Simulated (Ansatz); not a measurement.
# From the elastic tensor of CdS to moduli and sound speeds

Level of theory: DFT PBE, scalar-relativistic, plane waves, PAW (Ansatz 0.2.0). Settings: 420 eV plane-wave cutoff, Γ-centred 12×12×12 mesh, fixed occupations. No spin polarisation.

Space group Fm-3m (No. 225), cubic, a = 5.495 Å. Around Cd lie 6 S at 2.75 Å; around S lie 6 Cd at 2.75 Å.

It was relaxed at this level from a Materials Project cell.

Relaxed-ion constants (GPa, on the Cartesian axes of the calculation):
C11 = 118.5, C12 = 48.8, C13 = 48.8, C22 = 118.5, C23 = 48.8, C33 = 118.5, C44 = 33.1, C55 = 33.1, C66 = 33.1 GPa; the others vanish.

Density 5.784 g/cm³; 2 atoms in 41.48 Å³.

With S = C⁻¹: B_V = (C11+C22+C33+2(C12+C13+C23))/9, G_V = (C11+C22+C33−C12−C13−C23+3(C44+C55+C66))/15, 1/B_R = S11+S22+S33+2(S12+S13+S23), 15/G_R = 4(S11+S22+S33−S12−S13−S23)+3(S44+S55+S66); Hill is their mean. Then v_l = √((B+4G/3)/ρ), v_t = √(G/ρ), v_m = [(2/v_t³+1/v_l³)/3]^(−1/3) and Θ = (ħ/k_B)·v_m·(6π²n/V)^(1/3) for n atoms in the volume V; E = 9BG/(3B+G), ν = (3B−2G)/(2(3B+G)) and A^U = 5G_V/G_R + B_V/B_R − 6.

| Property | Result |
| --- | --- |
| Bulk modulus, Voigt / Reuss / Hill | 72.0 / 72.0 / 72.0 GPa |
| Shear modulus, Voigt / Reuss / Hill | 33.8 / 33.8 / 33.8 GPa |
| Young's modulus | 88 GPa |
| Poisson ratio | 0.297 |
| Pugh ratio B/G | 2.13 (over 1.75, the rule of thumb for ductile) |
| Universal anisotropy index | 0.00 |
| Longitudinal and transverse sound speeds | 4500 and 2418 m/s |
| Debye temperature from the mean sound speed | 293 K |
